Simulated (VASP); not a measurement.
Here is a VASP 6.6.1 calculation.

INCAR

```
ALGO = Normal ; EDIFF = 1E-7
EDIFFG = -0.004 ; ENCUT = 600
GGA = PE ; IBRION = 2
ISIF = 3 ; ISMEAR = 0
LASPH = True ; LCHARG = False
LREAL = False ; LWAVE = False
NELM = 80 ; NSW = 80
PREC = Accurate ; SIGMA = 0.1
```

Contents of KPOINTS:

```
k-points
0
Gamma
  18 18 18
```

The input POSCAR:

```
Rh
1.0
    0.0000000000      1.8978500000      1.8978500000
    1.8978500000      0.0000000000      1.8978500000
    1.8978500000      1.8978500000      0.0000000000
Rh
1
Direct
    0.0000000000      0.0000000000      0.0000000000
```

Potentials or basis: VASP PAW PBE potentials, release 64 (Rh_pv).

Launch:

```console
$ cat potpaw_PBE.64/Rh_pv/POTCAR > POTCAR
$ mpirun -np 1 vasp_std > vasp.out
```

Problem. Estimate the relaxed volume.

Solution. 14.04 Å³/atom.

Problem. Predict the space group after relaxing (to 0.05 Å).

Solution. Fm-3m (No. 225).

Problem. Estimate the band gap on the k mesh.

Solution. None (metal or under the smearing width).

Final structure:
```
CELL_PARAMETERS angstrom
0.00000 1.91473 1.91473
1.91473 0.00000 1.91473
1.91473 1.91473 0.00000
ATOMIC_POSITIONS crystal
Rh 0.00000 0.00000 0.00000
```

PBE usually gives volumes a little too large and moduli too small. Zero-point motion and thermal expansion aren't in these numbers.
